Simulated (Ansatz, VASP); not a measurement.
# Cross-check of GaAs between VASP and Ansatz, part 2 of 2

One calculation is typed for both programs; each brings its own data sets and cutoff. How far apart do they land?  The cell is a member of a volume series, scaled by 0.97 from a relaxed one, so a pressure remains.

VASP 6.6.1 and Ansatz 0.2.0.

So far, pressure (GPa): step 4 (differences) 2.08; step 8 (cell volume +6.2 %) -2.34.

### 10. VASP: single point, r2SCAN

Level of this step: r2SCAN; plane waves and PAW (As, Ga_d) (VASP).

A single point gives forces, pressure and levels at one fixed geometry, so differences don't come from the geometry; what else differs is listed under the comparison. The cell compared in this pair holds 44.87 Å³, against 45.47 Å³ for the pair before.

The input asks for a relaxation, which ended at its first step since no free force or stress exceeded the threshold; so it serves as a single point.

INCAR

```
SYSTEM = GaAs
PREC = Accurate
ENCUT = 500
EDIFF = 1E-06
NELM = 100
ISMEAR = 0
SIGMA = 0.03
LREAL = .FALSE.
ALGO = Normal
METAGGA = R2SCAN
LASPH = .TRUE.
NBANDS = 15
LORBIT = 11
LWAVE = .FALSE.
LCHARG = .FALSE.
KPAR = 4
IBRION = 2
NSW = 30
ISIF = 4
EDIFFG = -0.01
```

POSCAR

```
GaAs
1.0
    0.0000000000      2.8203109109      2.8203109109
    2.8203109109      0.0000000000      2.8203109109
    2.8203109109      2.8203109109      0.0000000000
As Ga
1 1
Direct
    0.7500000000      0.7500000000      0.7500000000
    0.0000000000      0.0000000000      0.0000000000
```

KPOINTS

```
Automatic mesh
0
Gamma
6 6 6
0 0 0
```

Potentials, in the order of the species: As and Ga_d (PBE family, release 64).

On the command line:

```
> mpirun -np 4 vasp_std
```

Numbers of over 12 decimals in the logs are rounded to 6 here.

Log:

```text
[banner, memory and clock lines left out]
running    4 mpi-ranks, on    1 nodes
[...]
|                                                                             |
|               ----> ADVICE to this user running VASP <----                  |
|                                                                             |
|     You enforced a specific xc type in the INCAR file but a different       |
|     [... a line on the potential file left out ...]
|     I HOPE YOU KNOW WHAT YOU ARE DOING!                                     |
|                                                                             |

 LDA part: xc-table for (None), standard interpolation
 POSCAR, INCAR and KPOINTS ok, starting setup
[...]
entering main loop
       N       E                     dE             d eps       ncg     rms          rms(c)
DAV:   1     0.640011621881E+02    0.64001E+02   -0.92797E+03   480   0.170E+03
DAV:   2    -0.227866807972E+02   -0.86788E+02   -0.83089E+02   536   0.319E+02
DAV:   3    -0.290220685520E+02   -0.62354E+01   -0.62130E+01   599   0.694E+01
DAV:   4    -0.291099686026E+02   -0.87900E-01   -0.87889E-01   550   0.940E+00
[...]
DAV:  10    -0.270338008310E+02   -0.91985E-05   -0.12721E-04   571   0.823E-02    0.225E-02
DAV:  11    -0.270337971623E+02    0.36687E-05   -0.16036E-05   578   0.296E-02    0.231E-03
DAV:  12    -0.270337965216E+02    0.64075E-06   -0.56255E-07   464   0.121E-02
   1 F= -.27033797E+02 E0= -.27033797E+02  d E =-.270338E+02
[...]
reached required accuracy - stopping structural energy minimisation
```

OUTCAR, selected parts (step 10):

```text
  Total        0.3210426      0.3210426      0.3210426      0.0000000      0.0000000      0.0000000
  in kB       11.4644238     11.4644238     11.4644238      0.0000000      0.0000000      0.0000000
  external PRESSURE =      11.4644238 kB  Pullay stress =       0.0000000 kB

 POSITION                                       TOTAL-FORCE (eV/Angst)
 -----------------------------------------------------------------------------------
      4.23047      4.23047      4.23047         0.000000      0.000000      0.000000
      0.00000      0.00000      0.00000        -0.000000     -0.000000     -0.000000
 -----------------------------------------------------------------------------------
    total drift:                               -0.000001     -0.000001     -0.000001

  FREE ENERGIE OF THE ION-ELECTRON SYSTEM (eV)
  ---------------------------------------------------
  free  energy   TOTEN  =       -27.0337965216 eV

  energy  without entropy=      -27.0337965216  energy(sigma->0) =      -27.03379652

[... 2 parts as in an earlier step ...]

[... 2 further parts left out ...]
[key lines of the parts left out:]
E-fermi :   3.8762
```

### 11. Ansatz: single point, r2SCAN

The same cell, functional, mesh and smearing now go to Ansatz, which takes its cutoff from its data sets.

The cell is a member of a volume series, scaled by 0.985 from a relaxed one, so a pressure remains.

input.yaml

```yaml
crystal:
  lattice:
    - [0.0, 2.82031091, 2.82031091]
    - [2.82031091, 0.0, 2.82031091]
    - [2.82031091, 2.82031091, 0.0]
  atoms:
    - { symbol: As, position: [0.75, 0.75, 0.75] }
    - { symbol: Ga, position: [0.0, 0.0, 0.0] }
hamiltonian:
  xc: r2scan
  pseudopotentials: { kind: paw }
kpoints:
  mp_grid: { grid: [6, 6, 6] }
scf:
  occupations: { method: gaussian, width: 0.03 }
  n_extra_bands: 4
output:
  forces: true
  stress: true
  eigenvalues: true
  write_density: true
  write_potential: true
  elf: true
  volumetric_format: npy
```

On the command line:

```
> ansatz run input.yaml --threads 2 --pin off --max-ram 4608MiB --backend cpu --events-out ev --progress --plain --runs-dir out
```

Log:

```text
[...]
Crystal: 2 atoms, lattice volume = 44.866 Å³
Basis set: ecut = 500 eV, 1139 PW (Γ), exchange–correlation on 120×120×120 points (64 copies of the dense FFT grid, shifted against one another)
Bands: 18, of which v1, the nominal top of the filled ones, is band 14 counted from 1 (13 counted from 0)
Symmetry: 24 space group operations
[...]
--- Band table (eV; the first three rows and the last of 16) ---
  k-point 0: bands = [... 10 lower, -5.2206, 8.0391, 8.0391, 8.0391, 9.1103, 12.0872, 12.0872, 12.0872]
  k-point 1: bands = [... 10 lower, -4.8791, 5.3434, 7.6430, 7.6430, 10.0971, 12.6613, 12.6613, 13.1732]
  k-point 2: bands = [... 10 lower, -4.0005, 2.5216, 7.0696, 7.0696, 9.6551, 13.0995, 13.0995, 15.8747]
  k-point 15: bands = [... 10 lower, -2.5138, 1.1618, 4.5584, 4.7132, 11.6543, 11.8581, 15.7190, 16.0076]
[key lines of the parts left out:]
SCF converged after 7 iterations
Free energy (F): -8655.735527 eV
Fermi energy:    8.575145 eV
P = ⅓ Tr σ = 1.0254 GPa (10.254 kbar)
```

It took 2.5 s on 2 threads of Arm Neoverse V1, shared host; peak memory 0.42 GiB.

The run ends at a pressure of 1.03 GPa.

### 12. Side by side

What differs besides the data sets and the points named for the pairs above, as far as they apply: VASP keeps PBE cores, Ansatz makes them for the functional. Total energies have different zeros and are not compared.

Both answers:

| quantity | Ansatz | VASP | difference |
| --- | --- | --- | --- |
| pressure (GPa) | 1.03 | 1.15 | -0.12 |
| gap on the k mesh (eV) | 1.071 | 1.052 | +0.020 |

Ansatz's pressure holds a Pulay correction of 0.04 GPa; VASP's holds none.

### 13. Looking for the cause

An all-electron run, which needs no data sets, serves as referee.

| run | difference in gap on the k mesh (eV) |
| --- | --- |
| as above | 0.020 |
| Ansatz's all-electron LAPW method | 0.022 |

### 14. Summary of results

| Property | Result |
| --- | --- |
| difference in gap on the k mesh (single point, LDA, volume scaled by 0.97) | -0.051 eV |
| difference in gap on the k mesh (single point, LDA, volume scaled by 1.03) | -0.048 eV |
| difference in gap on the k mesh (single point, r2SCAN, volume scaled by 0.985) | 0.020 eV |

In words: The difference in gap on the k mesh is -0.051 eV (single point, LDA), within the 0.08 eV picked in this series as the mark of a large difference. For single point, LDA: no further run halves the difference in gap on the k mesh; only Ansatz's side was varied. The all-electron run, which needs no data set, lies 0.053 eV from VASP and 0.0021 eV from Ansatz's PAW result, so it sides with Ansatz. The all-electron run, which needs no data set, lies 0.050 eV from VASP and 0.0024 eV from Ansatz's PAW result, so it sides with Ansatz. For single point, r2SCAN: no further run halves the difference in gap on the k mesh; only Ansatz's side was varied. The all-electron run, which needs no data set, lies 0.022 eV from VASP and 0.0028 eV from Ansatz's PAW result, so it sides with Ansatz. 2 further runs on this material are not shown. Differences of this kind measure data sets and numerical settings, not the functional's error against experiment.

[Lines on the potential files, build, host, timing and source positions are cut from VASP's logs without a mark.]

[Logs are printed without paths, hosts, clocks, repeated set-up lines and the standing remarks that a program may print on its own settings, such as how far it seeks lower states.]

[Hosts, paths, dates, database ids (printed as entryN), source tags and the programs' standing remarks are cut or masked in the printed files.]
